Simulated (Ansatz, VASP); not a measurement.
Bi in VASP and in Ansatz

INCAR

```
SYSTEM = Bi
PREC = Accurate
ENCUT = 520
EDIFF = 1E-6
ISMEAR = 0
SIGMA = 0.05
LREAL = .False.
LASPH = .True.
NELM = 60
ALGO = Normal
ISIF = 2
LWAVE = .False.
LCHARG = .False.
LDIPOL = .True.
IDIPOL = 3
DIPOL = 0.5 0.5 0.283
GGA = PE
IVDW = 12
NBANDS = 22
```

The input KPOINTS:

```
regular mesh
0
Gamma
  6 6 1
  0 0 0
```

The input POSCAR:

```
Bi
1.0
    4.2790193530      0.0000000000      0.0000000000
   -2.1395096765      3.7057394630      0.0000000000
    0.0000000000      0.0000000000     17.2471505494
Bi
2
Direct
    0.3333333333      0.6666666667      0.3332231914
    0.6666666667      0.3333333333      0.2319223682
```

Input for Ansatz:

```yaml
crystal:
  lattice:
    - [4.279019353, 0.0, 0.0]
    - [-2.1395096765, 3.705739463, 0.0]
    - [0.0, 0.0, 17.2471505494]
  atoms:
    - { symbol: Bi, position: [0.3333333333, 0.6666666667, 0.3332231914] }
    - { symbol: Bi, position: [0.6666666667, 0.3333333333, 0.2319223682] }
basis:
  ecutwfc: 420
kpoints:
  mp_grid: { grid: [6, 6, 1] }
hamiltonian:
  xc: pbe
  dispersion: d3bj
scf:
  occupations: { method: gaussian, width: 0.05 }
output:
  forces: true
  eigenvalues: true
efield:
  axis: 3
  dipole_correction: true
  ramp_width: 0.04
```

Alike in both runs: task single point; functional PBE; dispersion D3(BJ); k mesh 6 × 6 × 1; occupations gaussian, width 0.05 eV; no spin polarisation.

```csv
,VASP,Ansatz
version,VASP 6.6.1,Ansatz 0.2.0
potentials or method,"VASP PAW PBE potentials, release 64 (Bi_d)","scalar-relativistic, plane waves, PAW"
plane-wave cutoff (eV),520,420
valence electrons in the cell,30,30
```

Ansatz gave:

```
gap on the k mesh at the Fermi level (eV) : 0.58
least direct gap on the mesh (eV)         : 0.58
rms of the force components (eV/Å)        : 0.012
```

Problem. Estimate VASP's values.

Solution. gap on the k mesh at the Fermi level (eV): 0.57; least direct gap on the mesh (eV): 0.57; rms of the force components (eV/Å): 0.003.

Atom by atom the forces differ by 0.010 eV/Å (rms over components). With one functional, cell and mesh, what is left measures potentials, basis and numerics.

Caveats: spin-orbit coupling is left out, which as a rule narrows the gap of such compounds by several tenths of an eV.
